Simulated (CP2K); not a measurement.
# SnTe (Fm-3m) in CP2K: notebook, part 4 of 4

CP2K 2026.2. The steps go on from the part before.

## Step 5: Band structure, optB88-vdW

snte_bands.inp

```
&GLOBAL
  PROJECT snte_bands
  RUN_TYPE ENERGY_FORCE
  PRINT_LEVEL LOW
&END GLOBAL
&FORCE_EVAL
  METHOD QS
  STRESS_TENSOR ANALYTICAL
  &DFT
    BASIS_SET_FILE_NAME BASIS_MOLOPT_UZH
    POTENTIAL_FILE_NAME POTENTIAL_UZH
    &MGRID
      CUTOFF 675
      REL_CUTOFF 60
      NGRIDS 5
    &END MGRID
    &QS
      METHOD GPW
      EPS_DEFAULT 1.0E-9
    &END QS
    &KPOINTS
      SCHEME MONKHORST-PACK 7 7 7
      GAMMA_CENTERED T
      SYMMETRY T
      SYMMETRY_BACKEND SPGLIB
    &END KPOINTS
    &SCF
      SCF_GUESS ATOMIC
      EPS_SCF 1.0E-6
      MAX_SCF 100
      ADDED_MOS 10
      CHOLESKY OFF
      EPS_EIGVAL 1.0E-7
      &DIAGONALIZATION ON
        ALGORITHM STANDARD
      &END DIAGONALIZATION
      &MIXING ON
        METHOD BROYDEN_MIXING
        ALPHA 0.4
        BETA 1.5
        NBUFFER 8
      &END MIXING
      &SMEAR ON
        METHOD FERMI_DIRAC
        ELECTRONIC_TEMPERATURE [K] 580.226
      &END SMEAR
    &END SCF
    &XC
      &XC_FUNCTIONAL
        &GGA_X_OPTB88_VDW
        &END GGA_X_OPTB88_VDW
        &LDA_C_PW
        &END LDA_C_PW
      &END XC_FUNCTIONAL
      &VDW_POTENTIAL
        POTENTIAL_TYPE NON_LOCAL
        &NON_LOCAL
          TYPE DRSLL
          KERNEL_FILE_NAME vdW_kernel_table.dat
          CUTOFF 300
        &END NON_LOCAL
      &END VDW_POTENTIAL
    &END XC
    &PRINT
      &KPOINTS ON
      &END KPOINTS
      &MULLIKEN ON
      &END MULLIKEN
      &MO ON
        ENERGIES T
        OCCUPATION_NUMBERS T
        &EACH
          QS_SCF 0
        &END EACH
        ADD_LAST NUMERIC
      &END MO
      &BAND_STRUCTURE
        FILE_NAME bands.bs
        ADDED_MOS 6
        &KPOINT_SET
          UNITS B_VECTOR
          NPOINTS 10
          SPECIAL_POINT GAMMA 0.00000000 0.00000000 0.00000000
          SPECIAL_POINT X 0.50000000 0.00000000 0.50000000
          SPECIAL_POINT W 0.50000000 0.25000000 0.75000000
          SPECIAL_POINT K 0.37500000 0.37500000 0.75000000
          SPECIAL_POINT GAMMA 0.00000000 0.00000000 0.00000000
          SPECIAL_POINT L 0.50000000 0.50000000 0.50000000
          SPECIAL_POINT U 0.62500000 0.25000000 0.62500000
          SPECIAL_POINT W 0.50000000 0.25000000 0.75000000
          SPECIAL_POINT L 0.50000000 0.50000000 0.50000000
          SPECIAL_POINT K 0.37500000 0.37500000 0.75000000
        &END KPOINT_SET
        &KPOINT_SET
          UNITS B_VECTOR
          NPOINTS 10
          SPECIAL_POINT U 0.62500000 0.25000000 0.62500000
          SPECIAL_POINT X 0.50000000 0.00000000 0.50000000
        &END KPOINT_SET
      &END BAND_STRUCTURE
    &END PRINT
  &END DFT
  &SUBSYS
    &CELL
      A 4.4559748030 0.0000000000 0.0000000000
      B 2.2279874015 3.8589873780 0.0000000000
      C 2.2279874015 1.2863291260 3.6382881914
      PERIODIC XYZ
    &END CELL
    &COORD
      Te  4.4559748030 2.5726582520 1.8191440957
      Sn  0.0000000000 0.0000000000 0.0000000000
    &END COORD
    &KIND Te
      BASIS_SET TZVP-MOLOPT-PBE-GTH-q6
      POTENTIAL GTH-PBE-q6
    &END KIND
    &KIND Sn
      BASIS_SET TZVP-MOLOPT-PBE-GTH-q4
      POTENTIAL GTH-PBE-q4
    &END KIND
    &PRINT
      &ATOMIC_COORDINATES ON
      &END ATOMIC_COORDINATES
      &CELL ON
      &END CELL
    &END PRINT
  &END SUBSYS
  &PRINT
    &FORCES ON
    &END FORCES
    &STRESS_TENSOR ON
    &END STRESS_TENSOR
  &END PRINT
&END FORCE_EVAL
```

Potentials or basis: POTENTIAL_UZH Te GTH-PBE-q6, Sn GTH-PBE-q4; TZVP-MOLOPT-PBE-GTH basis.

The run is started by

```console
$ OMP_NUM_THREADS=1 cp2k.psmp -i snte_bands.inp -o snte_bands.out
```

snte_bands.out:

```text

 CP2K| version string:                                       CP2K version 2026.2
 CP2K| Input file name                                            snte_bands.inp

 GLOBAL| Force Environment number                                              1
 GLOBAL| Basis set file name                                    BASIS_MOLOPT_UZH
 GLOBAL| Potential file name                                       POTENTIAL_UZH
 GLOBAL| MM Potential file name                                     MM_POTENTIAL
 GLOBAL| Coordinate file name                                      __STD_INPUT__
 GLOBAL| Method name                                                        CP2K
 GLOBAL| Project name                                                 snte_bands
 GLOBAL| Run type                                                   ENERGY_FORCE
 GLOBAL| FFT library                                                       FFTW3
 GLOBAL| Diagonalization library                                       ScaLAPACK
 GLOBAL| Cholesky decomposition library                                ScaLAPACK
 GLOBAL| DGEMM library                                                      BLAS
 GLOBAL| Direct generalized diagonalization requested                          F
 GLOBAL| Matrix multiplication library                                 ScaLAPACK
 GLOBAL| Global print level                                                  LOW
 GLOBAL| Total number of message passing processes                             1
 GLOBAL| Number of threads for this process                                    1
 GLOBAL| CPU model name                          AMD EPYC 9R45 96-Core Processor

 CELL| Volume [angstrom^3]:                                            62.562368
 CELL| Vector a [angstrom]:       4.456     0.000     0.000   |a| =     4.455975
 CELL| Vector b [angstrom]:       2.228     3.859     0.000   |b| =     4.455975
 CELL| Vector c [angstrom]:       2.228     1.286     3.638   |c| =     4.455975
 CELL| Angle (b,c), alpha [degree]:                                    60.000000
 CELL| Angle (a,c), beta  [degree]:                                    60.000000
 CELL| Angle (a,b), gamma [degree]:                                    60.000000
 CELL| Numerically orthorhombic:                                              NO
 CELL| Periodicity                                                           XYZ

 CELL_REF| Volume [angstrom^3]:                                        62.562368
 CELL_REF| Vector a [angstrom     4.456     0.000     0.000   |a| =     4.455975
 CELL_REF| Vector b [angstrom     2.228     3.859     0.000   |b| =     4.455975
 CELL_REF| Vector c [angstrom     2.228     1.286     3.638   |c| =     4.455975
 CELL_REF| Angle (b,c), alpha [degree]:                                60.000000
 CELL_REF| Angle (a,c), beta  [degree]:                                60.000000
 CELL_REF| Angle (a,b), gamma [degree]:                                60.000000
 CELL_REF| Numerically orthorhombic:                                          NO
 CELL_REF| Periodicity                                                       XYZ
[... 10 lines left out ...]

  Total number of            - Atomic kinds:                                   2
                             - Atoms:                                          2
                             - Shell sets:                                     2
                             - Shells:                                        14
                             - Primitive Cartesian functions:                  8
                             - Cartesian basis functions:                     36
                             - Spherical basis functions:                     34

  Maximum angular momentum of- Orbital basis functions:                        2
                             - Local part of the GTH pseudopotential:          0
                             - Non-local part of the GTH pseudopotential:      4

 MODULE QUICKSTEP: ATOMIC COORDINATES IN ANGSTROM

   Atom Kind Element         X             Y             Z       Z(eff)     Mass
[... 95 lines left out ...]

  Overlap energy of the core charge distribution:               0.00000000002362
  Self energy of the core charge distribution:                -25.12195712507676
  Core Hamiltonian energy:                                      5.20905900626657
  Hartree energy:                                              11.08631977636253
  Exchange-correlation energy:                                 -2.93402166199212
  Dispersion energy:                                            0.02520454582893
  Electronic entropic energy:                                  -0.00000209813736
  Fermi energy:                                                 0.18463601344515

  Total energy:                                               -11.73539755672776
  Total energy (extrapolated to T->0):                        -11.73539650765908

 MO| EIGENVALUES AND OCCUPATION NUMBERS FOR K POINT 1
 MO|
 MO|  Index      Eigenvalue [a.u.]        Eigenvalue [eV]             Occupation
 MO|      1              -0.247351              -6.730752               2.000000
 MO|      2              -0.120475              -3.278299               2.000000
 MO|      3               0.112648               3.065312               2.000000
 MO|      4               0.112648               3.065316               2.000000
 MO|      5               0.172554               4.695435               1.997215
 MO|      6               0.198437               5.399741               0.001094
 MO|      7               0.199620               5.431925               0.000575
 MO|      8               0.199620               5.431927               0.000575
 MO|      9               0.504941              13.740155               0.000000
 MO|     10               0.567714              15.448286               0.000000
 MO|     11               0.567715              15.448299               0.000000
 MO|     12               0.588627              16.017367               0.000000
 MO|     13               0.682436              18.570041               0.000000
[... 268 lines left out ...]
 MO|      4               0.107317               2.920252               2.000000
 MO|      5               0.150595               4.097888               2.000000
 MO|      6               0.229581               6.247204               0.000000
 MO|      7               0.229581               6.247209               0.000000
 MO|      8               0.234665               6.385562               0.000000
 MO|      9               0.446262              12.143416               0.000000
 MO|     10               0.477830              13.002411               0.000000
 MO|     11               0.477830              13.002418               0.000000
 MO|     12               0.612179              16.658246               0.000000
 MO|     13               0.628580              17.104536               0.000000
 MO|     14               0.628580              17.104538               0.000000
 MO|     15               0.801303              21.804559               0.000000
 MO| Sum:                                                              10.000000
 MO| E(Fermi):            0.184636 a.u.          5.024201 eV

 [... the levels of further k-points ...]

 !-----------------------------------------------------------------------------!
                     Mulliken Population Analysis

 #  Atom  Element  Kind  Atomic population                           Net charge
       1     Te       1          6.395213                             -0.395213
       2     Sn       2          3.604787                              0.395213
 # Total charge                             10.000000                 -0.000000

 !-----------------------------------------------------------------------------!

 KPOINTS| Band Structure Calculation
 KPOINTS| Number of k-point sets                                               2
 KPOINTS| Number of added MOs/bands                                            6
 KPOINTS| Number of k-points in set    1                                      91
 KPOINTS| In units of b-vector [2pi/Bohr]
 KPOINTS| Special point     1       GAMMA     0.000000     0.000000     0.000000
 KPOINTS| Special point     2           X     0.500000     0.000000     0.500000
 KPOINTS| Special point     3           W     0.500000     0.250000     0.750000
 KPOINTS| Special point     4           K     0.375000     0.375000     0.750000
 KPOINTS| Special point     5       GAMMA     0.000000     0.000000     0.000000
 KPOINTS| Special point     6           L     0.500000     0.500000     0.500000
 KPOINTS| Special point     7           U     0.625000     0.250000     0.625000
 KPOINTS| Special point     8           W     0.500000     0.250000     0.750000
 KPOINTS| Special point     9           L     0.500000     0.500000     0.500000
 KPOINTS| Special point    10           K     0.375000     0.375000     0.750000
 KPOINTS| Number of k-points in set    2                                      11
 KPOINTS| In units of b-vector [2pi/Bohr]
 KPOINTS| Special point     1           U     0.625000     0.250000     0.625000
 KPOINTS| Special point     2           X     0.500000     0.000000     0.500000

 ENERGY| Total FORCE_EVAL ( QS ) energy [hartree]            -11.735397872590724

 FORCES| Atomic forces [hartree/bohr]
 FORCES|   Atom     x               y               z               |f|
 FORCES|      1  5.40816269E-15 -2.46614186E-15  7.53299037E-14   7.55640422E-14
 FORCES|      2  5.61578382E-16 -9.05867579E-16 -6.46780545E-15   6.55503423E-15
 FORCES| Sum     5.96974107E-15 -3.37200944E-15  6.88620982E-14
 FORCES| Total atomic force                                       6.92025782E-14

 STRESS| Analytical stress tensor [bar]
 STRESS|                        x                   y                   z
 STRESS|      x        4.50605802448E+04  -7.40087367570E-03   8.35048409610E-03
 STRESS|      y       -7.40087367570E-03   4.50602657678E+04  -3.71629715860E-02
 STRESS|      z        8.35048409610E-03  -3.71629715860E-02   4.50598115607E+04
 STRESS| 1/3 Trace                                             4.50602191911E+04
 STRESS| Determinant                                           9.14913213549E+13

 STRESS| Eigenvectors and eigenvalues of the analytical stress tensor [bar]
 STRESS|                        1                   2                   3
 STRESS| Eigenvalues   4.50598084628E+04   4.50602685803E+04   4.50605805301E+04
 STRESS|      x          -0.010008658376      0.025819437484      0.999616518174
 STRESS|      y           0.080833201176      0.996415885598     -0.024927424985
 STRESS|      z           0.996677390305     -0.080552713032      0.012059853984
```

It took 12 s on 1 thread of AMD EPYC 9R45 (Zen 5), shared host; peak memory 0.55 GiB.

What came out:

```
Free energy             : -319.3364 eV
Pressure                : 4.5 GPa
Band gap along the path : none (metal or under the smearing width)
Mulliken charges        : Te -0.40; Sn +0.40 e
```

Levels at the corners of the path, in eV from the Fermi level:
```csv
point,band 2,band 3,band 4,band 5,band 6,band 7,band 8,band 9
Γ,-4.92,-2.22,-2.22,-2.22,3.33,3.33,3.33,5.84
X,-6.69,-5.65,-3.82,-3.82,2.94,4.88,4.88,6.23
W,-7.55,-4.90,-4.90,-0.97,0.77,5.14,5.14,7.00
K,-7.60,-5.25,-3.34,-2.83,2.91,3.19,5.21,5.58
Γ,-4.92,-2.22,-2.22,-2.22,3.33,3.33,3.33,5.84
L,-8.48,-1.93,-1.93,-0.01,0.00,0.29,0.29,9.33
U,-7.60,-5.25,-3.34,-2.83,2.91,3.19,5.21,5.58
W,-7.55,-4.90,-4.90,-0.97,0.77,5.14,5.14,7.00
L,-8.48,-1.93,-1.93,-0.01,0.00,0.29,0.29,9.33
K,-7.60,-5.25,-3.34,-2.83,2.91,3.19,5.21,5.58
U,-7.60,-5.25,-3.34,-2.83,2.91,3.19,5.21,5.58
X,-6.69,-5.65,-3.82,-3.82,2.94,4.88,4.88,6.23
```

Caveat: Mulliken charges move with the basis; this odd mesh misses L, where the gap lies, so gap, dielectric constants and Born charges aren't listed; the potentials were made for another functional, which shifts forces and pressure; spin-orbit coupling is left out, which moves the levels of the heavy elements; the basis of atomic orbitals isn't converged, which shifts pressures, moduli and gaps.

## Step 6: The runs side by side

| level | cutoff of the non-local correlation (Ry) | pressure (GPa) |
| --- | --- | --- |
| PBE | - | 3.0 |
| LDA | - | 1.9 |
| PBEsol | - | 1.8 |
| optB88-vdW | 300 | 4.5 |

Alike in all rows: task band structure; potentials or basis POTENTIAL_UZH Te GTH-PBE-q6, Sn GTH-PBE-q4; TZVP-MOLOPT-PBE-GTH basis; no spin polarisation; cell as given; k mesh 7 × 7 × 7; smearing fermi-dirac 0.05 eV.

Caveats: spin-orbit coupling is left out, which moves the levels of the heavy elements; the basis of atomic orbitals isn't converged, which shifts pressures, moduli and gaps; the potentials were made for another functional, which shifts forces and pressure (some runs).

Total energies depend on the potentials used, so only differences within one code and one set of settings carry meaning.

## Step 7: How close it comes

Step 2. A measured gap of SnTe is 0.18 eV (direct; 300 K; a printed reference work, textbook); the calculated 0.12 eV misses it by -0.06 eV. Spin-orbit coupling on Sn, Te is left out. The value is that of PBE in an atomic basis (POTENTIAL_UZH Te GTH-PBE-q6, Sn GTH-PBE-q4; TZVP-MOLOPT-PBE-GTH basis), whose error adds to the functional's,, without temperature or zero-point motion. Semilocal functionals fall short of measured gaps as a rule.

Step 3. Measured direct gap of SnTe: 0.18 eV (direct; 300 K; a printed reference work, textbook). This calculation gives 0.22 eV (+0.04 eV). Spin-orbit coupling on Sn, Te is left out. The value is that of LDA in an atomic basis (POTENTIAL_UZH Te GTH-PBE-q6, Sn GTH-PBE-q4; TZVP-MOLOPT-PBE-GTH basis), whose error adds to the functional's,, without temperature or zero-point motion.

Step 4. Against the measured direct gap of SnTe, 0.18 eV (direct; 300 K; a printed reference work, textbook), the calculated 0.21 eV is off by +0.03 eV. Spin-orbit coupling on Sn, Te is left out. The value is that of PBEsol in an atomic basis (POTENTIAL_UZH Te GTH-PBE-q6, Sn GTH-PBE-q4; TZVP-MOLOPT-PBE-GTH basis), whose error adds to the functional's,, without temperature or zero-point motion.

Step 5. Against the measured gap of SnTe, 0.18 eV (direct; 300 K; a printed reference work, textbook), the calculated 0.00 eV is off by -0.18 eV. Spin-orbit coupling on Sn, Te is left out. The value is that of optB88-vdW in an atomic basis (POTENTIAL_UZH Te GTH-PBE-q6, Sn GTH-PBE-q4; TZVP-MOLOPT-PBE-GTH basis), whose error adds to the functional's,, without temperature or zero-point motion.
